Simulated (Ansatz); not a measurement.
# Si3N4: core levels

Where do the core levels of Si3N4 lie? The cell is an entry of the Crystallography Open Database (COD). Planned: a relaxation, then the dielectric response, then core holes.

Computed with Ansatz 0.2.0 (DFT, PBE, plane-wave PAW, default files, scalar-relativistic, unless a step's input says otherwise).

## (1) The starting structure

It takes space group I-43d (No. 220, cubic). The conventional cell has a = 6.475 Å, b = 6.475 Å, c = 6.475 Å, α = 90.00°, β = 90.00°, γ = 90.00°. Si (site symmetry -4) is surrounded by 4 N at 1.75 Å. N (site symmetry 3) is surrounded by 3 Si at 1.75 Å.

Structure file:

```xyz
14
Lattice="-3.2374 3.2374 3.2374 3.2374 -3.2374 3.2374 3.2374 3.2374 -3.2374" Properties=species:S:1:pos:R:3 pbc="T T T"
Si    2.4280    3.2374   -1.6187
Si   -1.6187    2.4280    3.2374
Si    0.8093    3.2374    1.6187
Si    1.6187    0.8093    3.2373
Si    3.2374   -1.6187    2.4280
Si    3.2374    1.6187    0.8093
N     1.8220    1.8220    1.8220
N     0.2033   -0.2033    3.0340
N     1.4154    4.6527   -1.4154
N     3.0340    0.2033   -0.2033
N    -1.4154    1.4154    4.6527
N     0.2033    0.2033    0.2033
N     4.6527   -1.4154    1.4154
N    -0.2033    3.0340    0.2033
```

## (2) Relaxing the atoms in the given cell

Contents of input.yaml:

```yaml
crystal:
  lattice:
    - [-3.23735, 3.23735, 3.23735]
    - [3.23735, -3.23735, 3.23735]
    - [3.23735, 3.23735, -3.23735]
  atoms:
    - { symbol: Si, position: [0.25, 0.125, 0.875] }
    - { symbol: Si, position: [0.875, 0.25, 0.125] }
    - { symbol: Si, position: [0.75, 0.375, 0.625] }
    - { symbol: Si, position: [0.625, 0.75, 0.375] }
    - { symbol: Si, position: [0.125, 0.875, 0.25] }
    - { symbol: Si, position: [0.375, 0.625, 0.75] }
    - { symbol: "N", position: [0.5628, 0.5628, 0.5628] }
    - { symbol: "N", position: [0.4372, 0.5, 0.0] }
    - { symbol: "N", position: [0.5, 0.0, 0.9372] }
    - { symbol: "N", position: [0.0, 0.4372, 0.5] }
    - { symbol: "N", position: [0.9372, 0.5, 0.0] }
    - { symbol: "N", position: [0.0628, 0.0628, 0.0628] }
    - { symbol: "N", position: [0.0, 0.9372, 0.5] }
    - { symbol: "N", position: [0.5, 0.0, 0.4372] }
kpoints:
  mp_grid: { grid: [6, 6, 6] }
scf:
  occupations: { method: fermi_dirac, width: 0.02 }
hamiltonian:
  xc: pbe
  pseudopotentials: { kind: paw }
output:
  forces: true
  stress: true
  populations: true
  efg:
    quadrupole_moments_barn: { "N": 0.02044 }
    contact_densities: true
  write_density: true
  write_potential: true
  elf: true
  volumetric_format: npy
relax:
  f_tol: 0.02
  max_steps: 60
```

Run with:

```
ansatz run input.yaml --threads 1 --pin off --max-ram 3072MiB --backend cpu --events-out ev --progress --plain --runs-dir out
```

Standard output:

```text
Warning: output.stress: scf.convergence.dr2_threshold = 1e-7 eV (the SCF's general default) is looser than the 1.4e-9 eV advised for a printed stress (1e-10 eV for each atom of the cell: 14). What an SCF threshold leaves in a stress goes as its square root, and in the free energy as the threshold itself, and one threshold admits the most on a small cell: of the crystals measured, under no hybrid functional and no lock of the moments, on runs that ended without the residual-converged pass, on stresses that held no estimate of that error, the worst erred by over 100 MPa in a component at 1e-7 eV an atom and by under 5 at 1e-10. Every solve of this run answers to scf.convergence.dr2_threshold, and the tensor of one is reported: a single SCF on the reported geometry and on this run's grids (its basis.xc_grid and basis.ecutrho_ratio typed), with scf.convergence.dr2_threshold at 1.4e-9 eV or tighter, prints it and tightens no other solve. Else set scf.convergence.dr2_threshold to 1.4e-9 eV or tighter. The threshold is an SCF's pass mark: one that does not reach it within its budget of iterations ends unconverged, or closes short of it on a stop that the run arms, and scf.convergence.dr2_threshold's page says what that costs each kind of run
Warning: RAYON_NUM_THREADS=1 ignored (pool sized by the plan → 1); use --threads N
Engine: ansatz 0.2.0, x86_64-unknown-linux-gnu
Pseudopotentials: kind: paw
Pseudopotential: Si, paw, valence charge 4, recommended cutoff 420 eV (normal), Si.paw.azcp
Pseudopotential: N, paw, valence charge 5, recommended cutoff 420 eV (normal), N.paw.azcp
Functional definition: PBE
  parameter kappa = 0.804
  parameter beta = 0.06672455060314922
  exchange = pbe_x(kappa = kappa, mu = beta*pi^2/3)
  correlation = pbe_c(beta = beta)
Crystal: 14 atoms, lattice volume = 135.715 Å³
Basis set: ecut = 420 eV, 2659 PW (Γ), exchange–correlation on 80×80×80 points (8 copies of the dense FFT grid, shifted against one another)
Bands: 46, of which v1, the nominal top of the filled ones, is band 32 counted from 1 (31 counted from 0)
Symmetry: 24 space group operations
Space group: I-43d (ITA 220), of the structure as read, at distance tolerance 5.1e-5 Å
k-points: 16 of 216 (time reversal used)
Non-local potential: Si, projectors of the file, l = 0: 2, l = 1: 2, l = 2: 2
Non-local potential: N, projectors of the file, l = 0: 2, l = 1: 2, l = 2: 1
PAW form: soft (Blöchl's): semilocal exchange-correlation on the pseudo side does not see the compensation charge
PAW one-centre angular grid: Si, 110 points (default); XC on 64 Gauss nodes
PAW one-centre angular grid: N, 110 points (default); XC on 64 Gauss nodes
Initial density: superposition of atomic densities (neutral atoms: chi_scale 0, normalization atom), corrected by the library's trained network
Initial wavefunctions: pseudopotential atomic-orbital guess
Functional: x = pbe(κ = 0.804, μ = 0.2195149727645171), c = pbe(β = 0.06672455060314922)
SCF iter   1: F=—  HF=-6900.410889 eV  |F-HF|=—  |Δ(HF+E_count)|=         —  Δρ=2.41e-3  dr2=3.79e-3  ethr=1.77e-3  ⟨swp⟩=6.6  Hψ=3468  notcnv=0  defer=30
preconditioner: auto → Resta (q_TF=auto, 2.407 Å⁻¹)  ε∞=4.3  [insulator: Δε(μ)=4.054 eV  Ē_g=14.097 eV  σ=0.020 eV  W_gap=1.00  n_scr=42 (ndim 8)  ℏωp=25.5 eV  f_vac=0.000  D(μ)=0.00/eV (n_scr^D=0)  ε∞_Penn≈4.3]
SCF iter   2: F=—  HF=-6900.413163 eV  |F-HF|=—  |Δ(HF+E_count)|=   2.27e-3  Δρ=1.33e-3  dr2=9.19e-4  ethr=5.92e-6  ⟨swp⟩=2.0  Hψ=1359  notcnv=0  defer=107
SCF iter   3: F=—  HF=-6900.413652 eV  |F-HF|=—  |Δ(HF+E_count)|=   4.90e-4  Δρ=2.33e-4  dr2=3.70e-5  ethr=1.44e-6  ⟨swp⟩=2.6  Hψ=1162  notcnv=0  defer=107
iter 4 did not close the SCF: its close was put off for the readings that it lacked (scf_convergence_deferred on its scf_iter line)
SCF iter   4: F=-6900.413676 eV  HF=-6900.413675 eV  |F-HF|=8.24e-7  |Δ(HF+E_count)|=   2.32e-5  Δρ=5.44e-5  dr2=1.54e-6  ethr=5.78e-8  ⟨swp⟩=2.0  Hψ=1102  notcnv=0  defer=107
iter 5 did not close the SCF: its close was put off for the readings that it lacked (scf_convergence_deferred on its scf_iter line)
SCF iter   5: F=-6900.413676 eV  HF=-6900.413676 eV  |F-HF|=9.85e-8  |Δ(HF+E_count)|=   9.96e-7  Δρ=1.40e-5  dr2=1.69e-7  ethr=2.41e-9  ⟨swp⟩=2.1  Hψ=1122  notcnv=0  defer=107
SCF iter   6: F=-6900.413676 eV  HF=-6900.413676 eV  |F-HF|=3.98e-9  |Δ(HF+E_count)|=   3.45e-8  Δρ=2.38e-6  dr2=4.21e-9  ethr=2.63e-10  ⟨swp⟩=6.0  Hψ=4223  notcnv=0
SCF 1 converged in 6 iterations: F = -6900.413676 eV  dr2 = 4.21e-9
relax step   1: F+E_penalty+E_count = -6900.41367627 eV  Δ(F+E_penalty+E_count) = +0.000e0 eV  max|allowed force component| = 1.203e-2 eV/Å  Δτ_max = 0.0000 Å  (6 SCF iters, dr2 threshold 1.00e-5 eV, accepted)
Initial density: handed on by an earlier stage of this run
Initial wavefunctions: those handed on with the density
iter 1 solved again at ethr=7.74e-12 eV; its pass at ethr=3.10e-3 eV (dr2=4.95e-9 eV) is discarded
SCF iter   1: F=—  HF=-6900.413630 eV  |F-HF|=—  |Δ(HF+E_count)|=         —  Δρ=2.89e-6  dr2=5.50e-9  ethr=7.74e-12  ⟨swp⟩=3.3  Hψ=2487  notcnv=0  defer=111
preconditioner: auto → Resta (q_TF=auto, 2.407 Å⁻¹)  ε∞=4.3  [insulator: Δε(μ)=4.074 eV  Ē_g=14.105 eV  σ=0.020 eV  W_gap=1.00  n_scr=42 (ndim 8)  ℏωp=25.5 eV  f_vac=0.000  D(μ)=0.00/eV (n_scr^D=0)  ε∞_Penn≈4.3]
SCF iter   2: F=-6900.413676 eV  HF=-6900.413676 eV  |F-HF|=1.46e-9  |Δ(HF+E_count)|=   4.68e-5  Δρ=1.88e-6  dr2=2.62e-9  ethr=7.74e-12  ⟨swp⟩=7.6  Hψ=3892  notcnv=0
SCF 2 converged in 2 iterations: F = -6900.413676 eV  dr2 = 2.62e-9
relax step   2: F+E_penalty+E_count = -6900.41367627 eV  Δ(F+E_penalty+E_count) = -1.191e-10 eV  max|allowed force component| = 1.202e-2 eV/Å  Δτ_max = 0.0000 Å  (2 SCF iters, accepted)
NSCF: frozen V_eff on 16 k-points
the band table was solved once a step of the walk had ended and its energy, with any forces and stress, was formed, with the checks that follow a solve (3848 applications of the Hamiltonian). They found nothing against the state; the energy, forces and stress were not computed again (output.eigenvalues in the input reference)
SCF converged after 2 iterations
Free energy (F): -6900.413676 eV
Harris-Foulkes:  -6900.413676 eV  (|F-HF|=1.46e-9)
Internal energy: -6900.413676 eV  (E = F + TS)
E sigma→0 (E₀):  -6900.413676 eV
Fermi energy:    11.389675 eV
--- Per-component energies (eV) ---
  E_band       = 139.055199
  E_kinetic    = 1349.067845
  E_local      = -1753.227868  (includes V_loc(G=0)·N_el)
  E_nonlocal   = 508.329554
  E_hartree    = 559.909399
  E_xc         = -826.438178
  E_vxc        = -911.597901  (∫ρ·V_xc dr)
  E_paw        = -4099.752692  (= ΣΔE_a)
  E_vpaw       = -173.336699  (= ΣTr[D̂ρ^β])
  E_aug_tail   = 0.000836  (compensation charges beyond the density's cutoff)
  E_ewald      = -2638.302572
  E_smearing   = -0.000000  (= −TS)
  E_closure    = -0.000000  (closes the sum)
  Σ components = -6900.413676   (vs F -6900.413676, Δ=0.00e0)
--- Forces (eV/Å), atoms counted from 1 ---
  atom   1  Si    -0.00000000    -0.00000000    -0.00000000
  atom   2  Si    -0.00000000    -0.00000000     0.00000000
  atom   3  Si    -0.00000000    -0.00000000    -0.00000000
  atom   4  Si    -0.00000000     0.00000000     0.00000000
  atom   5  Si     0.00000000    -0.00000000     0.00000000
  atom   6  Si    -0.00000000     0.00000000    -0.00000000
  atom   7  N     -0.01202390    -0.01202390    -0.01202390
  atom   8  N     -0.01202390     0.01202390     0.01202390
  atom   9  N      0.01202390     0.01202390    -0.01202390
  atom  10  N      0.01202390    -0.01202390     0.01202390
  atom  11  N     -0.01202390     0.01202390     0.01202390
  atom  12  N     -0.01202390    -0.01202390    -0.01202390
  atom  13  N      0.01202390    -0.01202390     0.01202390
  atom  14  N      0.01202390     0.01202390    -0.01202390
  max |Σ_I F_I| component: 3.12e-17 eV/Å
--- Stress (GPa, compression-positive) ---
        1.940619      -0.000000       0.000000
       -0.000000       1.940619       0.000000
        0.000000       0.000000       1.940619
  P = ⅓ Tr σ = 1.9406 GPa (19.406 kbar)
--- PAW observables at the nuclei: V_zz in 10²¹ V/m², potentials from the cell's mean, atoms counted from 1 ---
  atom   1  Si V_zz =    -0.103344   η = 0.0000   by run symmetry: allowed
            electrostatic potential = -1360.897615 V   contact ρ = 12804.352233 e/Å³
  atom   2  Si V_zz =    -0.103344   η = 0.0000   by run symmetry: allowed
            electrostatic potential = -1360.897615 V   contact ρ = 12804.352233 e/Å³
  atom   3  Si V_zz =    -0.103344   η = 0.0000   by run symmetry: allowed
            electrostatic potential = -1360.897615 V   contact ρ = 12804.352233 e/Å³
  atom   4  Si V_zz =    -0.103344   η = 0.0000   by run symmetry: allowed
            electrostatic potential = -1360.897615 V   contact ρ = 12804.352233 e/Å³
  atom   5  Si V_zz =    -0.103344   η = 0.0000   by run symmetry: allowed
            electrostatic potential = -1360.897615 V   contact ρ = 12804.352233 e/Å³
  atom   6  Si V_zz =    -0.103344   η = 0.0000   by run symmetry: allowed
            electrostatic potential = -1360.897615 V   contact ρ = 12804.352233 e/Å³
  atom   7  N  V_zz =    -5.768303   η = 0.0000   by run symmetry: allowed   C_q = -2.8509 MHz
            electrostatic potential = -517.271332 V   contact ρ = 1411.838736 e/Å³
  atom   8  N  V_zz =    -5.768303   η = 0.0000   by run symmetry: allowed   C_q = -2.8509 MHz
            electrostatic potential = -517.271332 V   contact ρ = 1411.838736 e/Å³
  atom   9  N  V_zz =    -5.768303   η = 0.0000   by run symmetry: allowed   C_q = -2.8509 MHz
            electrostatic potential = -517.271332 V   contact ρ = 1411.838736 e/Å³
  atom  10  N  V_zz =    -5.768303   η = 0.0000   by run symmetry: allowed   C_q = -2.8509 MHz
            electrostatic potential = -517.271332 V   contact ρ = 1411.838736 e/Å³
  atom  11  N  V_zz =    -5.768303   η = 0.0000   by run symmetry: allowed   C_q = -2.8509 MHz
            electrostatic potential = -517.271332 V   contact ρ = 1411.838736 e/Å³
  atom  12  N  V_zz =    -5.768303   η = 0.0000   by run symmetry: allowed   C_q = -2.8509 MHz
            electrostatic potential = -517.271332 V   contact ρ = 1411.838736 e/Å³
  atom  13  N  V_zz =    -5.768303   η = 0.0000   by run symmetry: allowed   C_q = -2.8509 MHz
            electrostatic potential = -517.271332 V   contact ρ = 1411.838736 e/Å³
  atom  14  N  V_zz =    -5.768303   η = 0.0000   by run symmetry: allowed   C_q = -2.8509 MHz
            electrostatic potential = -517.271332 V   contact ρ = 1411.838736 e/Å³
--- Band table (eV; the first three rows and the last of 16) ---
  k-point 0: bands = ["-8.8456", "-5.9716", "-5.9716", "-5.9716", "-5.4566", "-5.4566", "-5.4566", "-4.7974", "-0.4448", "-0.4448", "0.6650", "0.6650", "0.6650", "3.6971", "3.6971", "3.6971", "4.0990", "5.2915", "5.2915", "5.3476", "5.3476", "5.3476", "6.4387", "6.4387", "6.4387", "7.4071", "7.4071", "7.4071", "9.1737", "9.1737", "9.1737", "9.2699", "13.9743", "13.9743", "14.0009", "14.0036", "14.0036", "14.0036", "15.2335", "15.2335", "15.2335", "17.0921", "17.0921", "17.0921", "17.9277", "17.9277"]
  k-point 1: bands = ["-8.7096", "-6.2228", "-6.0544", "-6.0376", "-5.5267", "-5.4644", "-5.3938", "-4.7917", "-0.2343", "-0.1602", "0.8015", "0.8646", "0.9525", "3.3116", "3.5495", "3.7744", "4.4752", "4.9480", "5.0211", "5.2041", "5.3073", "5.5047", "6.0382", "6.2990", "6.3833", "7.3337", "7.4084", "7.4489", "8.8100", "9.0077", "9.2070", "9.2242", "13.4802", "13.6531", "14.2164", "14.4589", "14.5005", "14.7716", "15.6133", "15.7311", "15.7576", "17.1268", "17.2249", "17.2510", "18.1082", "18.2667"]
  k-point 2: bands = ["-8.3115", "-6.9205", "-6.1726", "-6.1557", "-5.5526", "-5.4983", "-5.2258", "-4.8509", "0.2928", "0.3163", "1.1178", "1.2204", "1.8477", "2.8433", "3.5792", "3.7559", "4.0717", "4.4782", "4.7732", "4.8302", "5.0494", "5.5737", "5.6883", "6.1060", "6.3101", "7.1673", "7.1998", "7.6734", "8.0058", "8.5347", "9.2795", "9.2839", "13.8120", "13.8949", "14.7373", "15.1997", "15.2308", "15.4233", "16.1072", "16.4053", "16.6918", "17.0568", "17.5762", "17.6504", "18.0368", "18.5104"]
  k-point 15: bands = ["-6.6568", "-6.6568", "-6.6568", "-6.6568", "-6.6568", "-6.6568", "-4.9213", "-4.9213", "2.1769", "2.1769", "2.1769", "2.1769", "2.1769", "2.1769", "3.8495", "3.8495", "3.8495", "3.8495", "3.8495", "3.8495", "4.9736", "4.9736", "4.9736", "4.9736", "7.4286", "7.4286", "7.4286", "7.4286", "7.4286", "7.4286", "8.1362", "8.1362", "14.7481", "14.7481", "14.7481", "14.7481", "14.7481", "14.7481", "17.8739", "17.8739", "17.8739", "17.8739", "17.8739", "17.8739", "18.7927", "18.7927"]
--- Relaxed structure (2 steps of the walk, 2 accepted, 0 SCFs on fresh bases) ---
  F+E_penalty+E_count = -6900.41367627 eV   max|allowed force component| = 1.202e-2 eV/Å
  atoms:
    - { symbol: Si, position: [0.25, 0.12500000000000006, 0.875] }
    - { symbol: Si, position: [0.875, 0.24999999999999994, 0.125] }
    - { symbol: Si, position: [0.75, 0.375, 0.625] }
    - { symbol: Si, position: [0.6249999999999999, 0.75, 0.375] }
    - { symbol: Si, position: [0.125, 0.875, 0.24999999999999994] }
    - { symbol: Si, position: [0.375, 0.625, 0.75] }
    - { symbol: N, position: [0.5628, 0.5628, 0.5628] }
    - { symbol: N, position: [0.4371999999999999, 0.5, 0.0] }
    - { symbol: N, position: [0.5, 0.0, 0.9372] }
    - { symbol: N, position: [0.0, 0.4371999999999999, 0.5] }
    - { symbol: N, position: [0.9372, 0.5, 0.0] }
    - { symbol: N, position: [0.0628, 0.0628, 0.0628] }
    - { symbol: N, position: [0.0, 0.9372, 0.5] }
    - { symbol: N, position: [0.5, 0.0, 0.4371999999999999] }
--- Löwdin populations: 14 sites ---
  site symbol       q [e]
     0     Si      2.5889
     1     Si      2.5889
     2     Si      2.5889
     3     Si      2.5889
     4     Si      2.5889
     5     Si      2.5889
     6      N      5.9486
     7      N      5.9486
     8      N      5.9486
     9      N      5.9486
    10      N      5.9486
    11      N      5.9486
    12      N      5.9486
    13      N      5.9486
  spilling = 0.013717 (of n_electrons = 64.000000)
```

It took 12 s on 1 thread of Intel Xeon Platinum 8488C (Sapphire Rapids), shared host; peak memory 0.55 GiB.

The steps of the relaxation:

| step | energy change (eV) | largest force component (eV/Å) |
| --- | --- | --- |
| 1 | 0.0000 | 0.012 |
| 2 | 0.0000 | 0.012 |

No atom moved: the forces were under the tolerance from the start.

The run ends with gap on the mesh 4.07 eV, largest force 0.021 eV/Å, pressure 1.9 GPa.

The printed gradients, by site:

| site | atoms | first shell | V_zz (10²¹ V/m²) | η | C_Q (MHz) |
| --- | --- | --- | --- | --- | --- |
| Si | 1, 2, 3, 4, … | 4 N at 1.75 Å | -0.10 | 0.00 | – |
| N | 7, 8, 9, 10, … | 3 Si at 1.75 Å | -5.77 | 0.00 | -2.85 (¹⁴N) |

V_zz is the principal component of the electric field gradient with the largest magnitude, η = (V_xx − V_yy)/V_zz and C_Q = eQV_zz/h. Nuclear quadrupole moments: year-2017 set (Pyykkö). A dash under C_Q marks elements without a common quadrupolar isotope.

Direction of the V_zz axis (Cartesian unit vector):

| site | atom | x | y | z |
| --- | --- | --- | --- | --- |
| Si | 1 | 1.00 | 0.00 | 0.00 |
| N | 7 | 0.58 | 0.58 | 0.58 |

The maps below are laid out on this run's own conventional cell (a, b, c = 6.475, 6.475, 6.475 Å).

Density in a lattice plane of the grid's cell (edges 6.47 and 6.47 Å, at 0.000 of the third edge), which holds Si.

Ten even steps from '0' (0.05 e/Å³) to '9' (3.53 e/Å³):
```
453210012489962100000012
111000001246642100000000
000000000012221000000000
000000000000110000000000
000000000000000000000000
000000000000110000000000
000000000012221000000000
111000001246642100000000
453210012489962100000012
997421012479952000000025
998421001235421000000126
664210000011100000000124
221000000000000000000012
100000000000000000000001
000000000000000000000000
100000000000000000000001
221000000000000000000012
664210000011100000000124
998421001235421000000126
997421012479952000000025
```
Columns run along the first of these edges and rows up along the second, over one cell in 24 and 20 even steps from the bottom left corner. Atoms in the plane (fractional): Si at (0.88, 0.25), Si at (0.62, 0.75).

ELF in the same plane.

Ten even steps from '0' (0.03) to '9' (0.87):
```
988874379973589731000479
887642258987899731100147
443110124678998421210002
000000001235763101221000
000000000012311311221000
000000001235763101221000
443110124678998421210002
887642258987899731100147
988874379973589731000479
647996369974699620002699
537997347888997410013798
878985224678874100113799
987642101134420001212489
753210000000000012210136
321000000000000012211311
753210000000000012210136
987642101134420001212489
878985224678874100113799
537997347888997410013798
647996369974699620002699
```
Columns run along the first of these edges and rows up along the second, over one cell in 24 and 20 even steps from the bottom left corner. Atoms in the plane (fractional): Si at (0.88, 0.25), Si at (0.62, 0.75).

Both are smooth fields of the valence electrons: close to the nuclei they are not physical.

The highest ELF values outside the cores: 0.90 on the N–Si line, 0.8 Å from N; 0.84 beside N, off the lines to its neighbours, 0.7 Å from N.

[end of part 1 of 2]
